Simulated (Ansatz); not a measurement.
# BeTe: the cost of one run

All numbers below are computed with Ansatz 0.2.0 (DFT, plane waves, PAW, no spin polarisation).

### Step 1. The starting structure

The cell holds 16 atoms (Be8Te8): a = 7.589 Å, b = 7.589 Å, c = 7.589 Å, α = 60.00°, β = 60.00°, γ = 60.00°.

Coordinates:

```xyz
16
Lattice="0.0000 5.3665 5.3665 5.3665 0.0000 5.3665 5.3665 5.3665 0.0000" Properties=species:S:1:pos:R:3 pbc="T T T"
Be    0.0000    0.0000    0.0000
Te    2.6832    2.6832    2.6832
Be    2.6832    2.6832    0.0000
Te    5.3665    5.3665    2.6832
Be    2.6832    0.0000    2.6832
Te    5.3665    2.6832    5.3665
Be    5.3665    2.6832    2.6832
Te    8.0497    5.3665    5.3665
Be    0.0000    2.6832    2.6832
Te    2.6832    5.3665    5.3665
Be    2.6832    5.3665    2.6832
Te    5.3665    8.0497    5.3665
Be    2.6832    2.6832    5.3665
Te    5.3665    5.3665    8.0497
Be    5.3665    5.3665    5.3665
Te    8.0497    8.0497    8.0497
```

### Step 2. Run 1: PBEsol

File input.yaml:

```yaml
crystal:
  lattice:
    - [0.0, 5.3664597543, 5.3664597543]
    - [5.3664597543, 0.0, 5.3664597543]
    - [5.3664597543, 5.3664597543, 0.0]
  atoms:
    - { symbol: Be, position: [0.0, 0.0, 0.0] }
    - { symbol: Te, position: [0.25, 0.25, 0.25] }
    - { symbol: Be, position: [0.0, 0.0, 0.5] }
    - { symbol: Te, position: [0.25, 0.25, 0.75] }
    - { symbol: Be, position: [0.0, 0.5, 0.0] }
    - { symbol: Te, position: [0.25, 0.75, 0.25] }
    - { symbol: Be, position: [0.0, 0.5, 0.5] }
    - { symbol: Te, position: [0.25, 0.75, 0.75] }
    - { symbol: Be, position: [0.5, 0.0, 0.0] }
    - { symbol: Te, position: [0.75, 0.25, 0.25] }
    - { symbol: Be, position: [0.5, 0.0, 0.5] }
    - { symbol: Te, position: [0.75, 0.25, 0.75] }
    - { symbol: Be, position: [0.5, 0.5, 0.0] }
    - { symbol: Te, position: [0.75, 0.75, 0.25] }
    - { symbol: Be, position: [0.5, 0.5, 0.5] }
    - { symbol: Te, position: [0.75, 0.75, 0.75] }
kpoints:
  mp_grid: { grid: [2, 2, 2] }
hamiltonian:
  xc: pbesol
scf:
  occupations: { method: fermi_dirac, width: 0.19 }
md:
  ensemble: npt_langevin
  temperature: 2200
  timestep: 2.0
  n_steps: 40
  initial_velocities: maxwell_boltzmann
  seed: 32
```

Command:

```bash
> ansatz run input.yaml --threads 4 --pin off --max-ram 3686MiB --backend cpu --events-out ev --progress --plain --runs-dir out
```

**Question.** How long does this run take on 4 threads of Arm Neoverse V2, shared host, and how much memory does it need?

About 2 min, with a peak of 1.2 GiB.
